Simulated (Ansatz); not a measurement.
# CoO (P-6m2) in Ansatz: settings compared

The runs below take CoO through single point, with PBE+U, LDA+U.

Program: Ansatz 0.2.0. These are calculated values, not measurements. Logs are shortened: lines on timing, memory, paths and dates and some standing lists are left out, and cuts for length are marked.

**1. The cell of the first run**

It takes space group P-6m2 (No. 187, hexagonal). The conventional cell has a = 2.856 Å, b = 2.856 Å, c = 2.788 Å, α = 90.00°, β = 90.00°, γ = 120.00°. Co (site symmetry -6m2) has 6 O at 2.16 Å as nearest neighbours. O (site symmetry -6m2) has 6 Co at 2.16 Å as nearest neighbours.

Measurements of this composition are mostly on another form, of space group No. 225.

**2. Single point, PBE+U, collinear spin, antiferromagnetic start (another cell of the same crystal, with 4 atoms)**

input.yaml

```yaml
crystal:
  lattice:
    - [1.42814962, 2.47362769, 0.0]
    - [-4.28444884, 2.47362769, 0.0]
    - [0.0, 0.0, 2.78760653]
  atoms:
    - { symbol: Co, position: [0.0, 0.0, 0.0], spin: 2.0 }
    - { symbol: Co, position: [0.5, 0.5, 0.0], spin: -2.0 }
    - { symbol: O, position: [0.5, 0.8333333333, 0.5] }
    - { symbol: O, position: [0.0, 0.3333333333, 0.5] }
hamiltonian:
  xc: pbe
  pseudopotentials: { kind: paw }
  hubbard: { sites: [{ species: Co, l: d, u_eff: 4.0 }] }
magnetization:
  spin_polarized: true
kpoints:
  mp_grid: { grid: [7, 4, 7] }
scf:
  occupations: { method: gaussian, width: 0.05 }
output:
  forces: true
  stress: true
  eigenvalues: true
  write_density: true
  write_potential: true
  elf: true
  volumetric_format: npy
```

Potentials or basis: Ansatz PAW.

Started as:

```console
$ ansatz run input.yaml --threads 2 --pin off --max-ram 5632MiB --backend cpu --events-out ev --progress --plain --runs-dir out
```

Standard output:

```text
Warning: RAYON_NUM_THREADS=2 ignored (pool sized by the plan → 2); use --threads N
Co: projections on atomic orbitals take those of the free atom [Ne] 3s2 3p6 3d7 4s2, of charge +0.00 (hamiltonian.pseudopotentials.projection_atoms); the dataset's partial waves leave at most 1.4e-6 of an orbital's norm unspanned inside its sphere
O: projections on atomic orbitals take those of the free atom [He] 2s2 2p4, of charge +0.00 (hamiltonian.pseudopotentials.projection_atoms); the dataset's partial waves leave at most 1.9e-8 of an orbital's norm unspanned inside its sphere
Engine: ansatz 0.2.0, aarch64-unknown-linux-gnu
Pseudopotentials: kind: paw
Pseudopotential: Co, paw, valence charge 17, recommended cutoff 420 eV (normal), Co.paw.azcp
Pseudopotential: O, paw, valence charge 6, recommended cutoff 420 eV (normal), O.paw.azcp
Functional definition: PBE
  parameter kappa = 0.804
  parameter beta = 0.06672455060314922
  exchange = pbe_x(kappa = kappa, mu = beta*pi^2/3)
  correlation = pbe_c(beta = beta)
Crystal: 4 atoms, lattice volume = 39.391 Å³
Basis set: ecut = 420 eV, 789 PW (Γ), exchange–correlation on 40×72×40 points (8 copies of the dense FFT grid, shifted against one another)
Bands: 30, of which v1, the nominal top of the filled ones, is band 23 counted from 1 (22 counted from 0)
Symmetry: 4 space group operations
Space group: Pmm2 (ITA 25), of the structure as read, at distance tolerance 3.4e-5 Å
Magnetic group: BNS 25.64 (UNI 162), of the structure as read, at distance tolerance 3.4e-5 Å
k-points: 48 of 196 (time reversal used)
Non-local potential: Co, projectors of the file, l = 0: 3, l = 1: 2, l = 2: 3, l = 3: 1
Non-local potential: O, projectors of the file, l = 0: 2, l = 1: 2, l = 2: 1
PAW form: soft (Blöchl's): semilocal exchange-correlation on the pseudo side does not see the compensation charge
PAW one-centre angular grid: Co, 590 points (default); XC on 64 Gauss nodes
PAW one-centre angular grid: O, 110 points (default); XC on 64 Gauss nodes
Initial density: superposition of atomic densities (chi_scale 0.1, normalization cell, long waves kept (reshape's long-wave potential 0.00 eV rms))
Starting moments: Σ|m| = 4 μB on 2 of 4 sites
Starting magnetic order: antiferromagnet; a translation exchanges its spin sublattices: spin-degenerate at every k-point
Initial wavefunctions: pseudopotential atomic-orbital guess
Functional: x = pbe(κ = 0.804, μ = 0.2195149727645171), c = pbe(β = 0.06672455060314922)
SCF iter   1: F=—  HF=-11386.513593 eV  |F-HF|=—  |Δ(HF+E_count)|=         —  Δρ=3.10e-1 (↑3.10e-1 ↓3.10e-1)  dr2=1.10e2  dr2_m=5.03e0  M=0.000 μB ∫|m|=1.491 μB  β_m=0.30  ethr=3.10e-3  ⟨swp⟩=5.2  Hψ=5104  notcnv=0  defer=6
preconditioner: auto → Kerker (q_TF=auto, 2.800 Å⁻¹)  [metal: Δε(μ)=0.007 eV  Ē_g=11.020 eV  σ=0.050 eV  W_gap=0.07  n_scr=16 (ndim 8)  ℏωp=32.4 eV  f_vac=0.000  D(μ)=3.84/eV (n_scr^D=46)]
spin=Collinear: Kerker preconditioning applied to the charge; magnetization (m = ρ↑ − ρ↓) channel mixes plain (no charge-response kernel on spin).
SCF iter   2: F=—  HF=-11379.607579 eV  |F-HF|=—  |Δ(HF+E_count)|=    6.91e0  Δρ=1.73e-1 (↑1.73e-1 ↓1.73e-1)  dr2=1.07e1  dr2_m=5.93e0  M=0.000 μB ∫|m|=5.387 μB  β_m=1.00  ethr=3.10e-3  ⟨swp⟩=3.5  Hψ=3729  notcnv=0  defer=97
SCF iter   3: F=—  HF=-11378.082384 eV  |F-HF|=—  |Δ(HF+E_count)|=    1.53e0  Δρ=5.94e-2 (↑5.94e-2 ↓5.94e-2)  dr2=2.37e0  dr2_m=6.47e-2  M=0.000 μB ∫|m|=5.419 μB  β_m=1.00  ethr=3.10e-3  ⟨swp⟩=3.0  Hψ=3324  notcnv=0  defer=87
SCF iter   4: F=—  HF=-11379.254672 eV  |F-HF|=—  |Δ(HF+E_count)|=    1.17e0  Δρ=4.02e-2 (↑4.02e-2 ↓4.02e-2)  dr2=1.21e0  dr2_m=1.95e-1  M=0.000 μB ∫|m|=5.031 μB  β_m=0.30  ethr=3.10e-3  ⟨swp⟩=2.5  Hψ=3176  notcnv=0  defer=90
Mixer restart at iter 4: flushing history
spin-set hold released at iteration 4 (site moments contracting): the magnetisation degrees of freedom join the quasi-Newton model from the next iteration; the mixer history was flushed
SCF iter   5: F=—  HF=-11379.853469 eV  |F-HF|=—  |Δ(HF+E_count)|=   5.99e-1  Δρ=2.21e-2 (↑2.21e-2 ↓2.21e-2)  dr2=1.81e-1  dr2_m=5.79e-2  M=0.000 μB ∫|m|=5.380 μB  β_m=0.45  ethr=2.62e-3  ⟨swp⟩=2.4  Hψ=2156  notcnv=0  defer=91
SCF iter   6: F=—  HF=-11380.815313 eV  |F-HF|=—  |Δ(HF+E_count)|=   9.62e-1  Δρ=2.25e-2 (↑2.25e-2 ↓2.25e-2)  dr2=1.81e-1  dr2_m=8.09e-2  M=0.000 μB ∫|m|=5.487 μB  β_m=0.23  ethr=3.94e-4  ⟨swp⟩=2.6  Hψ=2710  notcnv=0  defer=95
SCF iter   7: F=—  HF=-11381.448241 eV  |F-HF|=—  |Δ(HF+E_count)|=   6.33e-1  Δρ=1.62e-2 (↑1.62e-2 ↓1.62e-2)  dr2=7.99e-2  dr2_m=4.49e-2  M=0.000 μB ∫|m|=5.544 μB  β_m=0.66  ethr=3.92e-4  ⟨swp⟩=2.1  Hψ=2080  notcnv=0  defer=96
SCF iter   8: F=—  HF=-11381.838208 eV  |F-HF|=—  |Δ(HF+E_count)|=   3.90e-1  Δρ=8.53e-3 (↑8.53e-3 ↓8.53e-3)  dr2=2.02e-2  dr2_m=1.15e-2  M=0.000 μB ∫|m|=5.632 μB  β_m=0.79  ethr=1.74e-4  ⟨swp⟩=3.0  Hψ=3076  notcnv=0  defer=94
SCF iter   9: F=—  HF=-11381.904894 eV  |F-HF|=—  |Δ(HF+E_count)|=   6.67e-2  Δρ=4.20e-3 (↑4.20e-3 ↓4.20e-3)  dr2=6.95e-3  dr2_m=2.86e-3  M=0.000 μB ∫|m|=5.626 μB  β_m=0.90  ethr=4.39e-5  ⟨swp⟩=2.0  Hψ=2445  notcnv=0  defer=94
SCF iter  10: F=—  HF=-11381.906861 eV  |F-HF|=—  |Δ(HF+E_count)|=   1.97e-3  Δρ=4.38e-3 (↑4.38e-3 ↓4.38e-3)  dr2=5.58e-3  dr2_m=3.84e-3  M=0.000 μB ∫|m|=5.613 μB  β_m=0.95  ethr=1.51e-5  ⟨swp⟩=2.0  Hψ=2730  notcnv=0  defer=94
SCF iter  11: F=—  HF=-11381.926334 eV  |F-HF|=—  |Δ(HF+E_count)|=   1.95e-2  Δρ=2.60e-3 (↑2.60e-3 ↓2.60e-3)  dr2=2.37e-3  dr2_m=8.01e-4  M=0.000 μB ∫|m|=5.606 μB  β_m=0.97  ethr=1.21e-5  ⟨swp⟩=2.0  Hψ=2740  notcnv=0  defer=94
SCF iter  12: F=—  HF=-11381.933483 eV  |F-HF|=—  |Δ(HF+E_count)|=   7.15e-3  Δρ=9.72e-4 (↑9.72e-4 ↓9.72e-4)  dr2=5.18e-4  dr2_m=1.06e-4  M=0.000 μB ∫|m|=5.606 μB  β_m=0.99  ethr=5.15e-6  ⟨swp⟩=2.0  Hψ=2857  notcnv=0  defer=94
SCF iter  13: F=—  HF=-11381.933372 eV  |F-HF|=—  |Δ(HF+E_count)|=   1.11e-4  Δρ=5.41e-4 (↑5.41e-4 ↓5.41e-4)  dr2=2.17e-4  dr2_m=3.98e-5  M=0.000 μB ∫|m|=5.605 μB  β_m=0.99  ethr=1.13e-6  ⟨swp⟩=2.0  Hψ=2144  notcnv=0  defer=94
SCF iter  14: F=—  HF=-11381.933507 eV  |F-HF|=—  |Δ(HF+E_count)|=   1.35e-4  Δρ=1.35e-4 (↑1.35e-4 ↓1.35e-4)  dr2=7.30e-6  dr2_m=2.85e-6  M=0.000 μB ∫|m|=5.605 μB  β_m=1.00  ethr=4.71e-7  ⟨swp⟩=2.0  Hψ=2356  notcnv=0  defer=94
SCF iter  15: F=—  HF=-11381.933530 eV  |F-HF|=—  |Δ(HF+E_count)|=   2.29e-5  Δρ=8.01e-5 (↑8.01e-5 ↓8.01e-5)  dr2=2.27e-6  dr2_m=1.06e-6  M=0.000 μB ∫|m|=5.605 μB  β_m=0.95  ethr=1.59e-8  ⟨swp⟩=2.0  Hψ=2461  notcnv=0  defer=94
SCF iter  16: F=—  HF=-11381.933534 eV  |F-HF|=—  |Δ(HF+E_count)|=   3.49e-6  Δρ=2.31e-5 (↑2.31e-5 ↓2.31e-5)  dr2=3.29e-7  dr2_m=7.60e-8  M=0.000 μB ∫|m|=5.605 μB  β_m=0.97  ethr=4.93e-9  ⟨swp⟩=2.0  Hψ=2337  notcnv=0  defer=94
SCF iter  17: F=-11381.933534 eV  HF=-11381.933534 eV  |F-HF|=4.23e-9  |Δ(HF+E_count)|=   1.80e-7  Δρ=4.14e-6 (↑4.14e-6 ↓4.14e-6)  dr2=1.34e-8  dr2_m=1.65e-9  M=0.000 μB ∫|m|=5.605 μB  ethr=2.17e-10  ⟨swp⟩=13.1  Hψ=9703  notcnv=0
SCF 1 converged in 17 iterations: F = -11381.933534 eV  dr2 = 1.34e-8
Symmetry: 2 space group operations
k-points: 60 of 196 (time reversal used)
Initial density: read from a saved state, or passed on in memory by an earlier SCF of this step, an earlier step, the calling program or the single point that the run made first
Starting moments: Σ|m| = 4 μB on 2 of 4 sites; this step starts from the density that it was given
Initial wavefunctions: those read from a saved state, or passed on in memory by an earlier step or the calling program
the translation (0.5, 0.5, 0) carries every atom to within crystal.symmetry.tolerance of an atom of its element with the starting moment reversed, but both spin channels are solved: the run starts from a saved state that isn't shown to keep it, or this solve from the single point that its walk made first
iter 1 solved again at ethr=2.92e-11 eV; its pass at ethr=2.17e-6 eV (dr2=1.34e-8 eV) is discarded
SCF iter   1: F=—  HF=-11381.933534 eV  |F-HF|=—  |Δ(HF+E_count)|=         —  Δρ=4.14e-6 (↑4.14e-6 ↓4.14e-6)  dr2=1.34e-8  dr2_m=1.65e-9  M=0.000 μB ∫|m|=5.605 μB  ethr=2.92e-11  ⟨swp⟩=1.0  Hψ=16746  notcnv=0
preconditioner: auto → none  [insulator: Δε(μ)=1.395 eV  Ē_g=11.714 eV  σ=0.050 eV  W_gap=1.00  n_scr=16 (ndim 8)  ℏωp=32.4 eV  f_vac=0.000  D(μ)=0.00/eV (n_scr^D=0)  ε∞_Penn≈8.7]
SCF iter   2: F=—  HF=-11381.933533 eV  |F-HF|=—  |Δ(HF+E_count)|=   3.09e-7  Δρ=1.42e-5 (↑1.42e-5 ↓1.42e-5)  dr2=9.15e-8  dr2_m=1.95e-8  M=0.000 μB ∫|m|=5.605 μB  ethr=2.17e-10  ⟨swp⟩=2.0  Hψ=14532  notcnv=0
SCF iter   3: F=-11381.933534 eV  HF=-11381.933534 eV  |F-HF|=2.82e-9  |Δ(HF+E_count)|=   2.64e-7  Δρ=2.07e-6 (↑2.07e-6 ↓2.06e-6)  dr2=3.83e-9  dr2_m=2.96e-10  M=0.000 μB ∫|m|=5.605 μB  ethr=2.17e-10  ⟨swp⟩=1.0  Hψ=11054  notcnv=0
SCF converged after 17 iterations
Magnetization: 0.0000 μB (23.0000 up, 23.0000 down)
Absolute magnetization: 5.6014 μB (∫|ρ↑−ρ↓|, with the PAW one-centre terms)
Spin contamination: 2.9263 ħ² per cell (⟨S²⟩ above its minimum at these occupations)
Per-site moments (μB) at R_I (Å): [(2.5419417161480857, 0.8906723553460202), (-2.5419417161480853, 0.8906723553460204), (0.08927417027119189, 0.8906723553460204), (-0.08927417027119193, 0.8906723553460202)]
Free energy (F): -11381.933534 eV
Harris-Foulkes:  -11381.933534 eV  (|F-HF|=4.23e-9)
Internal energy: -11381.933534 eV  (E = F + TS)
E sigma→0 (E₀):  -11381.933534 eV
Fermi energy:    13.521148 eV
--- Per-component energies (eV) ---
  E_band       = -659.066423
  E_kinetic    = 1233.082311
  E_local      = -6963.079111  (includes V_loc(G=0)·N_el)
  E_nonlocal   = 1027.000690
  E_hartree    = 2856.240974
  E_xc         = -457.453975
  E_vxc        = -587.777903  (∫ρ·V_xc dr)
  E_hubbard    = 1.454091  (on-site DFT+U / exact-exchange correction)
  E_vhub       = -26.241447  (the Hubbard potential's part of the band-sum identity)
  E_paw        = -3352.531189  (= ΣΔE_a)
  E_vpaw       = -1054.535347  (= ΣTr[D̂ρ^β])
  E_aug_tail   = 0.004779  (compensation charges beyond the density's cutoff)
  E_ewald      = -5726.652105
  E_smearing   = -0.000000  (= −TS)
  E_closure    = -0.000000  (closes the sum)
  Σ components = -11381.933534   (vs F -11381.933534, Δ=0.00e0)
--- Forces (eV/Å), atoms counted from 1 ---
  atom   1  Co     0.18583973    -0.10729462     0.00000000
  atom   2  Co     0.18583973    -0.10729462     0.00000000
  atom   3  O     -0.18584457     0.10729741     0.00000000
  atom   4  O     -0.18584457     0.10729741     0.00000000
  max |Σ_I F_I| component: 9.67e-6 eV/Å
--- Stress (GPa, compression-positive) ---
        8.108385       1.579519       0.000000
        1.579519       9.932257       0.000000
        0.000000       0.000000      -6.993566
  P = ⅓ Tr σ = 3.6824 GPa (36.824 kbar)
--- Band table (eV; the first three rows and the last of 96) ---
  k-point 0 ↑: bands = ["-83.8429", "-80.6529", "-47.1992", "-47.1370", "-46.9669", "-44.0537", "-44.0201", "-43.8561", "-6.0382", "-4.8246", "5.7909", "7.1604", "7.4103", "8.0275", "8.1225", "8.2434", "9.8903", "9.9319", "10.5253", "11.0082", "11.4992", "11.5677", "12.8237", "14.2186", "15.3534", "15.4102", "16.0118", "18.9637", "22.3421", "27.9741"]
  k-point 1 ↑: bands = ["-83.8421", "-80.6521", "-47.1983", "-47.1362", "-46.9758", "-44.0526", "-44.0192", "-43.8667", "-5.8705", "-4.7416", "5.9004", "7.1617", "7.4756", "7.7578", "7.8078", "8.2782", "9.7015", "10.0142", "10.4197", "10.8949", "11.1644", "11.5514", "12.6263", "15.2772", "15.3137", "15.6003", "15.8126", "19.6904", "21.9454", "26.9248"]
  k-point 2 ↑: bands = ["-83.8405", "-80.6503", "-47.1964", "-47.1345", "-46.9955", "-44.0503", "-44.0172", "-43.8900", "-5.4593", "-4.5451", "6.0483", "6.3140", "7.2203", "7.3265", "7.8838", "8.5300", "9.6464", "9.8803", "10.2174", "10.8472", "11.2440", "11.5916", "12.4087", "14.9887", "15.6583", "15.9853", "17.1852", "19.7990", "22.2351", "24.4234"]
  k-point 47 ↓: bands = ["-83.8371", "-80.6463", "-47.1919", "-47.1664", "-47.0073", "-44.0533", "-44.0451", "-43.9041", "-4.5346", "-4.2760", "6.2369", "6.2848", "6.7337", "7.0532", "8.0486", "8.6247", "8.9954", "9.5579", "10.0152", "10.7406", "11.0194", "11.3919", "12.2997", "15.3518", "15.8888", "16.4533", "18.6105", "19.1824", "23.7270", "23.9402"]
Occupation matrices written to <dir>
```

Run time: 30 s. Hardware: 2 threads of Arm Neoverse V1, shared host; peak memory 0.69 GiB.

What came out:

* Free energy: -11381.9335 eV
* Pressure: 3.7 GPa
* Largest force: 0.215 eV/Å
* Band gap on the k mesh: 1.39 eV
* Net moment: 0.00 μB per cell
* Absolute moment: 5.60 μB per cell
* Site moments: Co +2.54, -2.54; O +0.09, -0.09 μB

Forces in eV/Å, atoms in the order of the input:
```
Co   0.186 -0.107  0.000
Co   0.186 -0.107  0.000
O   -0.186  0.107  0.000
O   -0.186  0.107  0.000
```

Stress tensor (GPa, compression positive):
```
 8.11  1.58  0.00
 1.58  9.93  0.00
 0.00  0.00 -6.99
```

Eigenvalues of the final occupation matrices:
```tsv
site	spin	trace	eigenvalues
site 1	1	4.97	0.99 0.99 0.99 1.00 1.00
site 1	2	2.32	0.08 0.13 0.13 0.99 0.99
site 2	1	2.32	0.08 0.13 0.13 0.99 0.99
site 2	2	4.97	0.99 0.99 0.99 1.00 1.00
```

Caveat: the magnetic or orbital state may not be the lowest; odd divisions of the mesh miss points on the zone boundary, where band edges often lie, so the gap on the mesh can be too wide; the pressure holds a Pulay correction of +0.7 GPa for the finite cutoff. A k mesh can miss the band edges.

**3. Single point, LDA+U, collinear spin, antiferromagnetic start (another cell of the same crystal, with 4 atoms)**

Edit input.yaml of step 2 so:

```diff
@@ -11,5 +11,5 @@
 hamiltonian:
-  xc: pbe
+  xc: lda
   pseudopotentials: { kind: paw }
-  hubbard: { sites: [{ species: Co, l: d, u_eff: 4.0 }] }
+  hubbard: { sites: [{ species: Co, l: d, u_eff: 6.0 }] }
 magnetization:
@@ -24,5 +24 @@
   eigenvalues: true
-  write_density: true
-  write_potential: true
-  elf: true
-  volumetric_format: npy
```

Potentials or basis: Ansatz PAW.

Started as:

```console
$ ansatz run input.yaml --threads 2 --pin off --max-ram 5632MiB --backend cpu --events-out ev --progress --plain --runs-dir out
```

Standard output:

```text
Warning: RAYON_NUM_THREADS=2 ignored (pool sized by the plan → 2); use --threads N
Co: projections on atomic orbitals take those of the free atom [Ne] 3s2 3p6 3d7 4s2, of charge +0.00 (hamiltonian.pseudopotentials.projection_atoms); the dataset's partial waves leave at most 1.4e-6 of an orbital's norm unspanned inside its sphere
O: projections on atomic orbitals take those of the free atom [He] 2s2 2p4, of charge +0.00 (hamiltonian.pseudopotentials.projection_atoms); the dataset's partial waves leave at most 1.9e-8 of an orbital's norm unspanned inside its sphere
[... 4 set-up lines as earlier in the session ...]
Functional definition: SPW92
  exchange = slater_x
  correlation = pw_c
Crystal: 4 atoms, lattice volume = 39.391 Å³
Basis set: ecut = 420 eV, 789 PW (Γ)
Bands: 30, of which v1, the nominal top of the filled ones, is band 23 counted from 1 (22 counted from 0)
[... 2 set-up lines as earlier in the session ...]
Magnetic group: BNS 25.64 (UNI 162), of the structure as read, at distance tolerance 3.4e-5 Å
k-points: 48 of 196 (time reversal used)
[... 67 lines left out ...]
  E_paw        = -3201.915310  (= ΣΔE_a)
  E_vpaw       = -1052.385936  (= ΣTr[D̂ρ^β])
  E_aug_tail   = 0.004781  (compensation charges beyond the density's cutoff)
  E_ewald      = -5726.652105
  E_core_change = 1.030344  (= ΣΔE_core)
  E_smearing   = -0.000000  (= −TS)
  E_closure    = -0.000000  (closes the sum)
  Σ components = -11228.863868   (vs F -11228.863868, Δ=0.00e0)
--- Forces (eV/Å), atoms counted from 1 ---
  atom   1  Co     0.19883935    -0.11479995     0.00000000
  atom   2  Co     0.19883935    -0.11479995     0.00000000
  atom   3  O     -0.19882053     0.11478909     0.00000000
  atom   4  O     -0.19882053     0.11478909     0.00000000
  max |Σ_I F_I| component: 3.76e-5 eV/Å
--- Stress (GPa, compression-positive) ---
       -3.721622       1.545963       0.000000
        1.545963      -1.936498      -0.000000
        0.000000      -0.000000     -22.780005
  P = ⅓ Tr σ = -9.4794 GPa (-94.794 kbar)
--- Band table (eV; the first three rows and the last of 96) ---
  k-point 0 ↑: bands = ["-83.5417", "-80.4898", "-47.2803", "-47.2321", "-47.0496", "-44.2982", "-44.2663", "-44.0931", "-6.1205", "-4.8456", "4.9713", "5.8331", "6.1736", "6.7066", "6.8591", "6.8617", "8.9176", "8.9476", "10.1714", "10.4396", "11.0651", "11.1611", "12.3015", "13.7927", "15.2440", "15.2548", "15.8353", "18.4667", "21.8143", "27.4181"]
  k-point 1 ↑: bands = ["-83.5409", "-80.4889", "-47.2795", "-47.2313", "-47.0589", "-44.2972", "-44.2654", "-44.1040", "-5.9439", "-4.7631", "4.9973", "5.8899", "6.2610", "6.5177", "6.7613", "6.8950", "8.8569", "8.9925", "9.6611", "10.4152", "10.6104", "11.1651", "12.1293", "14.8788", "15.1819", "15.4293", "15.6373", "19.2105", "21.3892", "26.3867"]
  k-point 2 ↑: bands = ["-83.5394", "-80.4872", "-47.2775", "-47.2295", "-47.0795", "-44.2947", "-44.2633", "-44.1280", "-5.5083", "-4.5672", "5.0028", "5.4720", "6.0826", "6.1316", "7.0345", "7.0840", "8.5736", "9.1750", "9.2601", "9.8426", "10.7161", "11.2419", "11.9532", "14.8639", "15.4866", "15.7954", "16.7565", "19.2972", "21.6599", "23.9070"]
  k-point 47 ↓: bands = ["-83.5362", "-80.4831", "-47.2727", "-47.2625", "-47.0916", "-44.3007", "-44.2895", "-44.1421", "-4.5884", "-4.2673", "5.2312", "5.2868", "5.6790", "6.0574", "7.3868", "7.6147", "8.1799", "8.5360", "9.1033", "9.7161", "10.2588", "10.6093", "11.8122", "15.2262", "15.7066", "16.2645", "18.0880", "18.5734", "23.1738", "23.3741"]
Occupation matrices written to <dir>
```

It took 27 s on 2 threads of Arm Neoverse V1, shared host; peak memory 0.7 GiB.

Results:

* Free energy: -11228.8639 eV
* Pressure: -9.5 GPa
* Largest force: 0.230 eV/Å
* Band gap on the k mesh: 1.49 eV
* Net moment: 0.00 μB per cell
* Absolute moment: 5.64 μB per cell
* Site moments: Co +2.57, -2.57; O +0.08, -0.08 μB

Forces in eV/Å, atoms in the order of the input:
```
Co   0.199 -0.115  0.000
Co   0.199 -0.115  0.000
O   -0.199  0.115  0.000
O   -0.199  0.115  0.000
```

Eigenvalues of the final occupation matrices:
```csv
site,spin,trace,eigenvalues
site 1,1,4.98,0.99 0.99 1.00 1.00 1.00
site 1,2,2.29,0.07 0.12 0.12 0.99 0.99
site 2,1,2.29,0.07 0.12 0.12 0.99 0.99
site 2,2,4.98,0.99 0.99 1.00 1.00 1.00
```

Caveat: the magnetic or orbital state may not be the lowest; odd divisions of the mesh miss points on the zone boundary, where band edges often lie, so the gap on the mesh can be too wide; the pressure holds a Pulay correction of +0.9 GPa for the finite cutoff; the PAW data sets come from PBE, with cores solved anew for the run's functional, which leaves a small shift of forces and pressure. A k mesh can miss the band edges.
